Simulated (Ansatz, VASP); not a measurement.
# Al2O3 (corundum): VASP beside Ansatz, part 3 of 3

Aim: how closely do two programs agree when they are given the same cell, functional and k mesh? Of the first pair: The cell is taken from a series of runs on this material, whose earlier steps may have relaxed, scaled, displaced or heated it; both programs get it as it stands.

VASP 6.6.1 and Ansatz 0.2.0.

So far: VASP: relaxation of cell and atoms, PBE with D4; Ansatz: relaxation of cell and atoms, PBE with D4; Comparison; VASP: relaxation of cell and atoms, RPBE; Ansatz: relaxation of cell and atoms, RPBE; Side by side.

## (8) Ansatz: relaxation of cell and atoms, PBE

Level of this step: Ansatz beside VASP: Kohn-Sham DFT, plane waves, PBE (Ansatz).

The relaxed volume is the usual yardstick between codes: in a stiff, nearly cubic crystal its relative difference is about their pressure difference at one cell divided by the bulk modulus.

The two relaxations start from unlike cells of this crystal (the structure described is Ansatz's start), so only their ends are compared.

File input.yaml:

```yaml
crystal:
  lattice:
    - [2.379076, 1.373560169, 4.3299]
    - [-2.379076, 1.373560169, 4.3299]
    - [0.0, -2.747120338, 4.3299]
  atoms:
    - { symbol: Al, position: [0.35229, 0.35229, 0.35229] }
    - { symbol: Al, position: [0.14771, 0.14771, 0.14771] }
    - { symbol: Al, position: [0.64771, 0.64771, 0.64771] }
    - { symbol: Al, position: [0.85229, 0.85229, 0.85229] }
    - { symbol: O, position: [0.55621, 0.94379, 0.25] }
    - { symbol: O, position: [0.25, 0.55621, 0.94379] }
    - { symbol: O, position: [0.94379, 0.25, 0.55621] }
    - { symbol: O, position: [0.44379, 0.05621, 0.75] }
    - { symbol: O, position: [0.75, 0.44379, 0.05621] }
    - { symbol: O, position: [0.05621, 0.75, 0.44379] }
kpoints:
  mp_grid: { grid: [7, 7, 7] }
scf:
  occupations: { method: fermi_dirac, width: 0.05 }
hamiltonian:
  xc: pbe
  pseudopotentials: { kind: paw, azcp: { folder: soft_1 } }
relax:
  f_tol: 0.01
  max_steps: 60
  cell: { stress_tol: 0.02 }
output:
  forces: true
  stress: true
  write_density: true
  write_potential: true
  elf: true
  volumetric_format: npy
```

Launch:

```console
> ansatz run input.yaml --threads 8 --pin off --max-ram 16384MiB --backend cpu --events-out ev --progress --plain --runs-dir out
```

Numbers of over 12 decimals in the logs are rounded to 6 here.

Output:

```text
[...]
Crystal: 10 atoms, lattice volume = 84.896 Å³
Basis set: ecut = 420 eV, 1653 PW (Γ), exchange–correlation on 72×72×72 points (8 copies of the dense FFT grid, shifted against one another)
Bands: 34, of which v1, the nominal top of the filled ones, is band 24 counted from 1 (23 counted from 0)
Symmetry: 12 space group operations
[...]
k-points: 44 of 343
[...]
- { symbol: Al, position: [0.647873, 0.647873, 0.647873] }
    - { symbol: Al, position: [0.852127, 0.852127, 0.852127] }
    - { symbol: O, position: [0.556157, 0.943843, 0.250000] }
    - { symbol: O, position: [0.250000, 0.556157, 0.943843] }
    - { symbol: O, position: [0.943843, 0.250000, 0.556157] }
    - { symbol: O, position: [0.443843, 0.056157, 0.750000] }
    - { symbol: O, position: [0.75, 0.443843, 0.056157] }
    - { symbol: O, position: [0.056157, 0.750000, 0.443843] }
[key lines of the parts left out:]
SCF converged after 5 iterations
Free energy (F): -5569.657214 eV
Fermi energy:    10.337631 eV
P = ⅓ Tr σ = 0.0085 GPa (0.085 kbar)
```

## (9) VASP: relaxation of cell and atoms, PBE

Its own start cell and the same functional, mesh and smearing now go to VASP, with its own data sets.

File INCAR:

```
SYSTEM = Al2O3
PREC = Accurate
ENCUT = 600
EDIFF = 1E-07
NELM = 120
ISMEAR = -1
SIGMA = 0.05
LREAL = .FALSE.
ALGO = Normal
GGA = PE
NBANDS = 34
LORBIT = 11
LWAVE = .FALSE.
LCHARG = .FALSE.
ISIF = 3
IBRION = 2
NSW = 80
EDIFFG = -0.005
LASPH = .TRUE.
GGA_COMPAT = .FALSE.
NELMIN = 4
EFERMI = MIDGAP
KPAR = 2
```

File POSCAR:

```
Al2O3
1.0
    2.4033393848      1.3875684666      4.3715439121
   -2.4033393848      1.3875684666      4.3715439121
    0.0000000000     -2.7751369332      4.3715439121
Al O
4 6
Direct
    0.3521697194      0.3521697194      0.3521697194
    0.1478302806      0.1478302806      0.1478302806
    0.6478302806      0.6478302806      0.6478302806
    0.8521697194      0.8521697194      0.8521697194
    0.5561613981      0.9438386019      0.2500000000
    0.2499999197      0.5561613178      0.9438387625
    0.9438386822      0.2500000803      0.5561612375
    0.4438386019      0.0561613981      0.7500000000
    0.7500000803      0.4438386822      0.0561612375
    0.0561613178      0.7499999197      0.4438387625
```

File KPOINTS:

```
Automatic mesh
0
Gamma
7 7 7
0 0 0
```

The projector-augmented-wave data sets are Al and O (PBE family, release 64).

Launch:

```console
> mpirun -np 2 vasp_std
```

Output:

```text
[... set-up lines as in an earlier step ...]
 entering main loop
       N       E                     dE             d eps       ncg     rms          rms(c)
DAV:   1     0.257027840485E+03    0.25703E+03   -0.27597E+04  2992   0.151E+03
DAV:   2    -0.678998783394E+02   -0.32493E+03   -0.31187E+03  3828   0.305E+02
DAV:   3    -0.826738076700E+02   -0.14774E+02   -0.14715E+02  3866   0.670E+01
DAV:   4    -0.827987958434E+02   -0.12499E+00   -0.12491E+00  3720   0.703E+00
[...]
DAV:  13    -0.748322377720E+02    0.63006E-06   -0.42915E-06  3724   0.115E-02    0.129E-03
DAV:  14    -0.748322376460E+02    0.12595E-06   -0.18989E-07  2792   0.273E-03    0.753E-04
DAV:  15    -0.748322377208E+02   -0.74770E-07   -0.20533E-08  2180   0.920E-04
   1 F= -.74832238E+02 E0= -.74832238E+02  d E =-.748322E+02
[...]
N       E                     dE             d eps       ncg     rms          rms(c)
DAV:   1    -0.748325158935E+02   -0.27825E-03   -0.55801E-03  3536   0.500E-01    0.125E-01
[...]
DAV:   5    -0.748322450643E+02   -0.17985E-06   -0.26300E-07  2608   0.290E-03    0.456E-04
DAV:   6    -0.748322453094E+02   -0.24516E-06   -0.13570E-08  1718   0.712E-04    0.134E-04
DAV:   7    -0.748322453090E+02    0.45611E-09   -0.10256E-09  1688   0.205E-04
   2 F= -.74832245E+02 E0= -.74832245E+02  d E =-.758817E-05
 trial-energy change:   -0.000008  1 .order   -0.000006   -0.000071    0.000059
 step:   0.5643(harm=  0.5466)  dis= 0.00002  next Energy=   -74.832258 (dE=-0.203E-04)
[...]
N       E                     dE             d eps       ncg     rms          rms(c)
DAV:   1    -0.748323107849E+02   -0.65475E-04   -0.10580E-03  3532   0.218E-01    0.546E-02
DAV:   2    -0.748322590334E+02    0.51751E-04   -0.19792E-04  3486   0.794E-02    0.813E-03
DAV:   3    -0.748322585907E+02    0.44276E-06   -0.42828E-06  3390   0.118E-02    0.351E-03
DAV:   4    -0.748322581684E+02    0.42226E-06   -0.34078E-07  3444   0.389E-03    0.104E-03
DAV:   5    -0.748322580534E+02    0.11507E-06   -0.47572E-08  1708   0.129E-03    0.181E-04
DAV:   6    -0.748322579592E+02    0.94158E-07   -0.59854E-09  1634   0.490E-04
   3 F= -.74832258E+02 E0= -.74832258E+02  d E =-.202384E-04
[...]
reached required accuracy - stopping structural energy minimisation
```

OUTCAR, selected parts (step 9):

```text
  Total        0.0015434      0.0015434      0.0015251      0.0000000     -0.0000000      0.0000000
  in kB        0.0282867      0.0282867      0.0279518      0.0000000     -0.0000000      0.0000000
  external PRESSURE =       0.0281750 kB  Pullay stress =       0.0000000 kB

 POSITION                                       TOTAL-FORCE (eV/Angst)
 -----------------------------------------------------------------------------------
      0.00000      0.00000      4.61778        -0.000000     -0.000000     -0.000829
      0.00000      0.00000      1.93843        -0.000000     -0.000000      0.000829
      0.00000      0.00000      8.49464        -0.000000     -0.000000      0.000829
      0.00000      0.00000     11.17399        -0.000000     -0.000000     -0.000829
     -0.93154      1.38729      7.64891         0.000568     -0.000000      0.000000
     -0.73566     -1.50038      7.64891        -0.000284      0.000492      0.000000
      1.66720      0.11309      7.64891        -0.000284     -0.000492      0.000000
      0.93154     -1.38729      5.46351        -0.000568     -0.000000      0.000000
      0.73566      1.50038      5.46351         0.000284     -0.000492      0.000000
     -1.66720     -0.11309      5.46351         0.000284      0.000492      0.000000
 -----------------------------------------------------------------------------------
    total drift:                               -0.000000      0.000000      0.000000

  FREE ENERGIE OF THE ION-ELECTRON SYSTEM (eV)
  ---------------------------------------------------
  free  energy   TOTEN  =       -74.8322579592 eV

  energy  without entropy=      -74.8322579592  energy(sigma->0) =      -74.83225796

[... 2 parts as in an earlier step ...]

[... 2 further parts left out ...]
[key lines of the parts left out:]
E-fermi :   8.7580
```

## (10) Differences

Both answers:

| quantity | Ansatz | VASP | difference |
| --- | --- | --- | --- |
| volume (Å³) | 87.56 | 87.42 | +0.16 % |
| edge a after relaxation, in the typed setting (Å) | 5.180 | 5.177 | +0.06 % |

## (11) Outcome

```json
{
  "difference in volume (relaxation of cell and atoms, PBE with D4)": "0.15 %",
  "difference in volume (relaxation of cell and atoms, RPBE)": "0.41 %",
  "difference in volume (relaxation of cell and atoms, PBE)": "0.16 %"
}
```

**Reading.** The difference in volume is 0.41 % (relaxation of cell and atoms, RPBE), within the 1.2 % picked in this series as the mark of a large difference, as far as the stopping tolerances let one tell. 3 further runs of this series are not shown here. How closely two codes agree says nothing of how well the functional describes the real material.

[Lines on the potential files, build, host, timing and source positions are cut from VASP's logs without a mark.]

[Logs are printed without paths, hosts, clocks, repeated set-up lines and the standing remarks that a program may print on its own settings, such as how far it seeks lower states.]

[Hosts, paths, dates, database ids (printed as entryN), source tags and the programs' standing remarks are cut or masked in the printed files.]
